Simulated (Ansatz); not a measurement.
# HfS2 (1T (CdI2) bulk type): optical response by level

Aim: the dielectric function of HfS2 (1T (CdI2) bulk type) in the independent-particle picture, and how it depends on the functional and on the gap. Plan: HSE06 for the gap; optics with PBE on 6×6×4; optics with r2SCAN on 6×6×4; optics with PBE and scissors to the HSE06 gap on 6×6×4; optics with PBE with spin-orbit coupling on 6×6×4.

Program: Ansatz 0.2.0. Level of theory: plane waves, PAW; no local fields, no excitons. These are calculated values, not measurements.

1 further run of the same task is left out (it didn't finish). Runs told in other sessions of the task aren't counted.

## 1. The structure to begin with

Symmetry: P-3m1, No. 164, trigonal system. Conventional cell: a = 3.630 Å, b = 3.630 Å, c = 5.878 Å, α = 90.00°, β = 90.00°, γ = 120.00°. Hf (site symmetry -3m) is surrounded by 6 S at 2.54 Å. Around S (site symmetry 3m) lie 3 Hf at 2.54 Å.

Coordinates:

```xyz
3
Lattice="3.6303 0.0000 0.0000 -1.8151 3.1439 0.0000 0.0000 0.0000 5.8784" Properties=species:S:1:pos:R:3 pbc="T T T"
Hf    0.0000    0.0000    0.0000
S     0.0000    2.0960    1.4380
S     1.8151    1.0480    4.4403
```

Cell and atoms come from an earlier r2SCAN+rVV10 relaxation. Spin-orbit coupling, which matters for Hf, is in the runs so named alone.

## 2. A hybrid for the gap

The input, input.yaml:

```yaml
crystal:
  lattice:
    - [3.6302959531, 0.0, 0.0]
    - [-1.8151479765, 3.1439285187, 0.0]
    - [0.0, 0.0, 5.878358189]
  atoms:
    - { symbol: Hf, position: [0.0, 0.0, 0.0] }
    - { symbol: S, position: [0.3333333333, 0.6666666667, 0.2446279697] }
    - { symbol: S, position: [0.6666666667, 0.3333333333, 0.7553720303] }
kpoints:
  mp_grid: { grid: [6, 6, 2] }
  band_path:
    path:
      - [0.0, 0.0, 0.0]
      - [0.5, 0.0, 0.0]
      - [0.3333333333, 0.3333333333, 0.0]
      - [0.0, 0.0, 0.5]
      - [0.5, 0.0, 0.5]
      - [0.3333333333, 0.3333333333, 0.5]
      - [-0.083333, 0.002604, 0.002604]
      - [0.0, 0.5, 0.5]
      - [0.0, 0.25, 0.25]
    npoints: 1
hamiltonian:
  xc: hse06
scf:
  occupations: { method: fixed }
  n_extra_bands: 4
output:
  forces: true
  stress: true
  eigenvalues: true
```

Started as:

```bash
> ansatz run input.yaml --threads 4 --pin off --max-ram 3686MiB --backend cpu --events-out ev --progress --plain --runs-dir out
```

Further steps of the session: Optics, PBE; Optics, r2SCAN; Optics, PBE with a scissors shift; Optics, PBE with spin-orbit coupling.

Before running them: what should the planned runs give, taken together? Wanted: ε∞, PBE; ε∞, r2SCAN; ε∞, PBE with spin-orbit coupling; tallest peak of ε₂, PBE; tallest peak of ε₂, r2SCAN; tallest peak of ε₂, PBE with spin-orbit coupling; HSE06 direct gap.

**Answer**, as computed:

| quantity | value |
| --- | --- |
| ε∞, PBE | 10.86 (xx, yy), 7.69 (zz) |
| ε∞, r2SCAN | 9.18 (xx, yy), 6.84 (zz) |
| ε∞, PBE + 0.93 eV scissors | 8.93 (xx, yy), 6.59 (zz) |
| ε∞, PBE with spin-orbit coupling | 10.77 (xx, yy), 7.59 (zz) |
| tallest peak of ε₂, PBE | 20.8 at 2.60 eV |
| tallest peak of ε₂, r2SCAN | 17.5 at 3.00 eV |
| tallest peak of ε₂, PBE + 0.93 eV scissors | 20.7 at 3.55 eV |
| tallest peak of ε₂, PBE with spin-orbit coupling | 19.9 at 2.60 eV |
| HSE06 direct gap | 2.82 eV |

**Reading.** From PBE with spin-orbit coupling to PBE + 0.93 eV scissors the direct gap grows from 1.87 to 2.82 eV, and ε∞ goes from 9.71 to 8.15 (mean of the axes); the spin-orbit run sums fewer bands, so its ε∞ isn't like for like. Spin-orbit coupling moves the direct gap by -0.03 eV; ε∞ doesn't compare between these two runs, as the bands summed differ. The response is anisotropic: with PBE ε∞ is 10.86 (xx, yy), 7.69 (zz). Local fields and excitons are left out: both change ε∞, and without excitons the onset lacks its lines.
